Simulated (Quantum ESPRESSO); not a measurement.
A run of Quantum ESPRESSO 7.5 is set up as follows.

Contents of pw.in:

```
&CONTROL
  calculation = 'scf'
  prefix = 'pwscf'
  outdir = './tmp'
  pseudo_dir = './pseudo'
  tprnfor = .true.
  tstress = .true.
  disk_io = 'nowf'
/
&SYSTEM
  ibrav = 0
  A = 6.41490712
  nat = 3
  ntyp = 2
  ecutwfc = 45
  ecutrho = 360
  nbnd = 23
  occupations = 'smearing'
  smearing = 'fd'
  degauss = 0.00367493
/
&ELECTRONS
  conv_thr = 6d-10
  electron_maxstep = 120
  mixing_beta = 0.3
/
ATOMIC_SPECIES
Mo    95.9500 mo_pbesol_v1.uspp.F.UPF
S     32.0600 s_pbesol_v1.4.uspp.F.UPF
CELL_PARAMETERS alat
   0.2463013058    0.1422021252    0.9587044496
  -0.2463013058    0.1422021252    0.9587044496
   0.0000000000   -0.2844042504    0.9587044496
ATOMIC_POSITIONS alat
Mo     0.0000000000    0.0000000000    0.0000000000
S      0.0000000000    0.0000000000    1.1993392665
S      0.0000000000    0.0000000000    0.7190283372
K_POINTS automatic
10 10 10 0 0 0
HUBBARD {ortho-atomic}
U Mo-4d 8.0
```

Potentials or basis: GBRV 1.5 PBEsol.

Command:

```bash
$ OMP_NUM_THREADS=1 mpirun -n 2 pw.x -nk 2 -in pw.in > pw.out
```

Task: Predict the largest force.

Result: 0.199 eV/Å.

Task: What does it give for the band gap on the k mesh?

Result: 0.81 eV, indirect (least direct gap 0.97 eV).

Eigenvalues of the final occupation matrices:
```
   site  spin  trace               eigenvalues
Mo 1 4d  each   2.49  0.43 0.43 0.44 0.44 0.74
```

A k mesh can miss the band edges.
